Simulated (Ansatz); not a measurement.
# ZnS: a sublattice displacement scan, part 2 of 2

The task, for ZnS: map the energy as every S atom is pushed off its site.

Ansatz 0.2.0; DFT PBE, scalar-relativistic, plane waves, PAW.

**9. Point x = 0.300 Å**

Input file input.yaml:

```yaml
crystal:
  lattice:
    - [3.8109987816, 0.0, 0.0]
    - [-1.9054993908, 3.3004217586, 0.0]
    - [0.0, 0.0, 6.234]
  atoms:
    - { symbol: Zn, position: [0.3333333333, 0.6666666667, 0.0] }
    - { symbol: Zn, position: [0.6666666667, 0.3333333333, 0.5] }
    - { symbol: S, position: [0.2469077614, 0.6234538807, 0.3999084112] }
    - { symbol: S, position: [0.5802410947, 0.2901205474, 0.8999084112] }
basis:
  ecutwfc: 420
kpoints:
  mp_grid: { grid: [12, 12, 6] }
hamiltonian:
  xc: pbe
scf:
  occupations: { method: fermi_dirac, width: 0.02 }
output:
  forces: true
  stress: true
  eigenvalues: true
```

Command:

```bash
$ ansatz run input.yaml --threads 1 --pin off --max-ram 2560MiB --backend cpu --events-out ev --progress --plain --runs-dir out
```

The log of the run (excerpt; [...] marks lines left out):

```text
Warning: RAYON_NUM_THREADS=1 ignored (pool sized by the plan → 1); use --threads N
[...]
Pseudopotentials: kind: paw
Pseudopotential: Zn, paw, valence charge 12, recommended cutoff 420 eV (normal), Zn.paw.azcp
Pseudopotential: S, paw, valence charge 6, recommended cutoff 420 eV (normal), S.paw.azcp
Functional definition: PBE
[...]
Crystal: 4 atoms, lattice volume = 78.411 Å³
Basis set: ecut = 420 eV, 1521 PW (Γ), exchange–correlation on 54×54×90 points (8 copies of the dense FFT grid, shifted against one another)
Bands: 22, of which v1, the nominal top of the filled ones, is band 18 counted from 1 (17 counted from 0)
Symmetry: 2 space group operations
Space group: Cm (ITA 8), of the structure as read, at distance tolerance 4.3e-5 Å
k-points: 242 of 864 (time reversal used)
[...]
SCF iter   1: F=—  HF=-8444.630764 eV  |F-HF|=—  |Δ(HF+E_count)|=         —  Δρ=7.14e-4  dr2=2.43e-4  ethr=1.77e-3  ⟨swp⟩=6.7  Hψ=28359  notcnv=0
[...]
SCF iter   7: F=-8444.630539 eV  HF=-8444.630539 eV  |F-HF|=6.16e-8  |Δ(HF+E_count)|=   1.19e-7  Δρ=8.60e-6  dr2=3.86e-8  ethr=2.78e-10  ⟨swp⟩=4.3  Hψ=19756  notcnv=0
[...]
SCF converged after 7 iterations
Free energy (F): -8444.630539 eV
[...]
E sigma→0 (E₀):  -8444.630539 eV
Fermi energy:    7.069817 eV
[...]
--- Forces (eV/Å), atoms counted from 1 ---
  atom   1  Zn    -1.29577394    -0.74811544     1.00034877
  atom   2  Zn    -3.23265455    -1.86637398     1.34333226
  atom   3  S      3.26744964     1.88646293    -1.32717098
  atom   4  S      1.26096369     0.72801773    -1.01648415
[...]
--- Stress (GPa, compression-positive) ---
       11.043974       2.351316      -4.617497
        2.351316       8.328908      -2.665913
       -4.617497      -2.665913       0.968967
  P = ⅓ Tr σ = 6.7806 GPa (67.806 kbar)
--- Band table (eV; the first three rows and the last of 242) ---
[... band rows left out ...]
[...]
```

Run time: 16 s. Hardware: 1 thread of Intel Xeon 6975P-C (Granite Rapids), shared host; peak memory 0.6 GiB.

**10. Point x = -0.225 Å**

Changes to input.yaml since step 9:

```diff
@@ -8,4 +8,4 @@
     - { symbol: Zn, position: [0.6666666667, 0.3333333333, 0.5] }
-    - { symbol: S, position: [0.2469077614, 0.6234538807, 0.3999084112] }
-    - { symbol: S, position: [0.5802410947, 0.2901205474, 0.8999084112] }
+    - { symbol: S, position: [0.3981525123, 0.6990762561, 0.3738186916] }
+    - { symbol: S, position: [0.7314858456, 0.3657429228, 0.8738186916] }
 basis:
```

Command:

```bash
$ ansatz run input.yaml --threads 1 --pin off --max-ram 2560MiB --backend cpu --events-out ev --progress --plain --runs-dir out
```

The log of the run (excerpt; [...] marks lines left out):

```text
[...]
SCF converged after 6 iterations
Free energy (F): -8445.159578 eV
[...]
E sigma→0 (E₀):  -8445.159578 eV
Fermi energy:    7.038597 eV
[...]
--- Forces (eV/Å), atoms counted from 1 ---
  atom   1  Zn     1.56488269     0.90348544     0.34787204
  atom   2  Zn     0.80333971     0.46380840     0.21379960
  atom   3  S     -0.77463893    -0.44723799    -0.22238120
  atom   4  S     -1.59358846    -0.92005872    -0.33929268
[...]
--- Stress (GPa, compression-positive) ---
        4.755233       0.969005       3.040122
        0.969005       3.636323       1.755215
        3.040122       1.755215       2.890832
  P = ⅓ Tr σ = 3.7608 GPa (37.608 kbar)
--- Band table (eV; the first three rows and the last of 242) ---
  k-point 0: bands = ["-7.3692", "-6.4247", "-0.6844", "-0.5923", "-0.5513", "-0.4246", "-0.3997", "-0.0950", "-0.0914", "-0.0224", "-0.0160", "0.1261", "0.5994", "4.8939", "4.9194", "5.7696", "5.9265", "5.9521", "8.1149", "8.9787", "12.1054", "12.1811"]
[...]
```

Run time: 16 s. Hardware: 1 thread of Intel Xeon 6975P-C (Granite Rapids), shared host; peak memory 0.6 GiB.

**11. At x = 0.150 Å**

Changes to input.yaml since step 10:

```diff
@@ -8,4 +8,4 @@
     - { symbol: Zn, position: [0.6666666667, 0.3333333333, 0.5] }
-    - { symbol: S, position: [0.3981525123, 0.6990762561, 0.3738186916] }
-    - { symbol: S, position: [0.7314858456, 0.3657429228, 0.8738186916] }
+    - { symbol: S, position: [0.2901205474, 0.6450602737, 0.3924542056] }
+    - { symbol: S, position: [0.6234538807, 0.3117269403, 0.8924542056] }
 basis:
```

Command:

```bash
$ ansatz run input.yaml --threads 1 --pin off --max-ram 2560MiB --backend cpu --events-out ev --progress --plain --runs-dir out
```

The log of the run (excerpt; [...] marks lines left out):

```text
Warning: RAYON_NUM_THREADS=1 ignored (pool sized by the plan → 1); use --threads N
[...]
[... 4 set-up lines as earlier in the session ...]
[...]
Crystal: 4 atoms, lattice volume = 78.411 Å³
Basis set: ecut = 420 eV, 1521 PW (Γ), exchange–correlation on 54×54×90 points (8 copies of the dense FFT grid, shifted against one another)
Bands: 22, of which v1, the nominal top of the filled ones, is band 18 counted from 1 (17 counted from 0)
[... 2 set-up lines as earlier in the session ...]
k-points: 242 of 864 (time reversal used)
[...]
SCF iter   1: F=—  HF=-8445.227830 eV  |F-HF|=—  |Δ(HF+E_count)|=         —  Δρ=5.73e-4  dr2=1.88e-4  ethr=1.77e-3  ⟨swp⟩=6.5  Hψ=27100  notcnv=0
[...]
SCF iter   6: F=-8445.228160 eV  HF=-8445.228160 eV  |F-HF|=8.70e-8  |Δ(HF+E_count)|=   4.84e-7  Δρ=8.49e-6  dr2=5.98e-8  ethr=2.78e-10  ⟨swp⟩=3.1  Hψ=24264  notcnv=0
[...]
SCF converged after 6 iterations
Free energy (F): -8445.228160 eV
[...]
E sigma→0 (E₀):  -8445.228160 eV
Fermi energy:    7.031815 eV
[...]
--- Forces (eV/Å), atoms counted from 1 ---
  atom   1  Zn    -0.74429377    -0.42971821     0.60582621
  atom   2  Zn    -1.16118694    -0.67041159     0.64657118
  atom   3  S      1.17161856     0.67643429    -0.64429963
  atom   4  S      0.73387098     0.42370061    -0.60810473
[...]
--- Stress (GPa, compression-positive) ---
        5.212824       0.509824      -2.012521
        0.509824       4.624130      -1.161929
       -2.012521      -1.161929       0.554488
  P = ⅓ Tr σ = 3.4638 GPa (34.638 kbar)
--- Band table (eV; the first three rows and the last of 242) ---
[... band rows left out ...]
[...]
```

It took 16 s on 1 thread of Intel Xeon 6975P-C (Granite Rapids), shared host; peak memory 0.6 GiB.

**12. Point x = -0.075 Å**

Changes to input.yaml since step 11:

```diff
@@ -8,4 +8,4 @@
     - { symbol: Zn, position: [0.6666666667, 0.3333333333, 0.5] }
-    - { symbol: S, position: [0.2901205474, 0.6450602737, 0.3924542056] }
-    - { symbol: S, position: [0.6234538807, 0.3117269403, 0.8924542056] }
+    - { symbol: S, position: [0.3549397263, 0.6774698632, 0.3812728972] }
+    - { symbol: S, position: [0.6882730597, 0.3441365298, 0.8812728972] }
 basis:
```

Command:

```bash
$ ansatz run input.yaml --threads 1 --pin off --max-ram 2560MiB --backend cpu --events-out ev --progress --plain --runs-dir out
```

The log of the run (excerpt; [...] marks lines left out):

```text
Warning: RAYON_NUM_THREADS=1 ignored (pool sized by the plan → 1); use --threads N
[...]
[... 4 set-up lines as earlier in the session ...]
[...]
Crystal: 4 atoms, lattice volume = 78.411 Å³
Basis set: ecut = 420 eV, 1521 PW (Γ), exchange–correlation on 54×54×90 points (8 copies of the dense FFT grid, shifted against one another)
Bands: 22, of which v1, the nominal top of the filled ones, is band 18 counted from 1 (17 counted from 0)
[... 2 set-up lines as earlier in the session ...]
k-points: 242 of 864 (time reversal used)
[...]
SCF iter   1: F=—  HF=-8445.399271 eV  |F-HF|=—  |Δ(HF+E_count)|=         —  Δρ=5.19e-4  dr2=1.94e-4  ethr=1.77e-3  ⟨swp⟩=6.4  Hψ=26910  notcnv=0
[...]
SCF iter   6: F=-8445.399657 eV  HF=-8445.399657 eV  |F-HF|=3.86e-8  |Δ(HF+E_count)|=   4.31e-7  Δρ=1.00e-5  dr2=6.40e-8  ethr=2.78e-10  ⟨swp⟩=3.0  Hψ=22842  notcnv=0
[...]
SCF converged after 6 iterations
Free energy (F): -8445.399657 eV
[...]
E sigma→0 (E₀):  -8445.399657 eV
Fermi energy:    7.005932 eV
[...]
--- Forces (eV/Å), atoms counted from 1 ---
  atom   1  Zn     0.45355895     0.26186238     0.25009061
  atom   2  Zn     0.36408316     0.21020351     0.24514636
  atom   3  S     -0.36099962    -0.20842323    -0.24547065
  atom   4  S     -0.45662924    -0.26363502    -0.24978357
[...]
--- Stress (GPa, compression-positive) ---
        2.983200       0.111849       0.953830
        0.111849       2.854048       0.550694
        0.953830       0.550694       1.463564
  P = ⅓ Tr σ = 2.4336 GPa (24.336 kbar)
--- Band table (eV; the first three rows and the last of 242) ---
[... band rows left out ...]
[...]
```

Wall time 16 s (1 thread of Intel Xeon 6975P-C (Granite Rapids), shared host); peak memory 0.6 GiB.

**13. At x = 0.263 Å**

Changes to input.yaml since step 12:

```diff
@@ -8,4 +8,4 @@
     - { symbol: Zn, position: [0.6666666667, 0.3333333333, 0.5] }
-    - { symbol: S, position: [0.3549397263, 0.6774698632, 0.3812728972] }
-    - { symbol: S, position: [0.6882730597, 0.3441365298, 0.8812728972] }
+    - { symbol: S, position: [0.2577109579, 0.6288554789, 0.3980448598] }
+    - { symbol: S, position: [0.5910442912, 0.2955221456, 0.8980448598] }
 basis:
```

Command:

```bash
$ ansatz run input.yaml --threads 1 --pin off --max-ram 2560MiB --backend cpu --events-out ev --progress --plain --runs-dir out
```

The log of the run (excerpt; [...] marks lines left out):

```text
[...]
SCF converged after 6 iterations
Free energy (F): -8444.826487 eV
[...]
E sigma→0 (E₀):  -8444.826487 eV
Fermi energy:    7.059952 eV
[...]
--- Forces (eV/Å), atoms counted from 1 ---
  atom   1  Zn    -1.17542154    -0.67862995     0.89652692
  atom   2  Zn    -2.59874049    -1.50038352     1.12279547
  atom   3  S      2.62679939     1.51658333    -1.11160452
  atom   4  S      1.14740294     0.66245339    -0.90772081
[...]
--- Stress (GPa, compression-positive) ---
        9.182196       1.730371      -3.875853
        1.730371       7.184136      -2.237725
       -3.875853      -2.237725       0.775362
  P = ⅓ Tr σ = 5.7139 GPa (57.139 kbar)
--- Band table (eV; the first three rows and the last of 242) ---
  k-point 0: bands = ["-7.4240", "-6.5508", "-0.8418", "-0.7636", "-0.6041", "-0.6014", "-0.4588", "-0.1746", "-0.1653", "-0.0855", "-0.0824", "0.0741", "0.9512", "4.8574", "4.9068", "5.8625", "5.9152", "5.9425", "8.1649", "8.7435", "11.9835", "12.0679"]
[...]
```

It took 16 s on 1 thread of Intel Xeon 6975P-C (Granite Rapids), shared host; peak memory 0.6 GiB.

**14. Results of the scan**

Collected from the runs (energy zero: the undisturbed cell):

```tsv
x (Å)	ΔE (meV/cell)	force on the moved atoms (eV/Å)	pressure (GPa)	gap on the mesh (eV)
-0.300	473.2	3.226	4.9	2.15
-0.225	261.2	2.426	3.8	2.16
-0.150	109.7	1.608	2.9	2.19
-0.075	21.1	0.744	2.4	2.22
0.000	0.0	-0.198	2.3	2.25
0.075	53.7	-1.256	2.7	2.23
0.150	192.6	-2.480	3.5	2.22
0.225	431.4	-3.932	4.8	2.22
0.263	594.3	-4.769	5.7	2.22
0.300	790.2	-5.698	6.8	2.23
```

**15. Results**

What follows sums up all 2 parts.

| quantity | value |
| --- | --- |
| force constant along x, over ±0.075 Å | 13.34 eV/Å² for the 2 moved atoms together |

In words: The settings of these runs were drawn from a wide range and may not be converged. The restoring force grows by 13.34 eV/Å per Å near the site for the 2 atoms together, 6.67 on average. No sampled point lies below the undisturbed cell. The well is lopsided: x = 0.300 Å costs 790 meV against 473 meV on the other side, and the dearer side brings atoms closer together. The gap on the mesh stays between 2.15 and 2.25 eV.
